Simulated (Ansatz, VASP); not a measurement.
## One calculation of Al2O3, two programs

```
Al O
1.0
     2.86720    0.00000    0.00000
    -1.43360    2.48307    0.00000
     0.00000    0.00000    7.29626
Al O
2 3
Direct
  0.00000 0.00000 0.19074
  0.00000 0.00000 0.80926
  0.33333 0.66667 0.28409
  0.66667 0.33333 0.00000
  0.33333 0.66667 0.71591
```

Measurements of this composition are mostly on another form, of space group No. 167.

Alike in both runs: functional PBE; dispersion D3(BJ); k mesh 9 × 9 × 4; occupations gaussian, width 0.02 eV; no spin polarisation.

Ansatz relaxed the structure, and its values are those at the end. VASP's run is a single point on that final structure, the one shown.

|  | VASP | Ansatz |
| --- | --- | --- |
| version | VASP 6.6.1 | Ansatz 0.2.0 |
| potentials or method | VASP PAW PBE potentials, release 64 (Al, O) | scalar-relativistic, plane waves, PAW |
| plane-wave cutoff (eV) | 520 | 520 |
| valence electrons in the cell | 24 | 24 |

```csv
,VASP,Ansatz,Ansatz less VASP
gap on the k mesh at the Fermi level (eV),4.56,4.58,+0.022
least direct gap on the mesh (eV),4.67,4.69,+0.020
pressure (GPa),0.1,0.0,-0.05
rms of the force components (eV/Å),0.018,0.000,-0.0173
```

Caveats: an odd mesh through Γ misses points on the zone boundary, where band edges often lie.
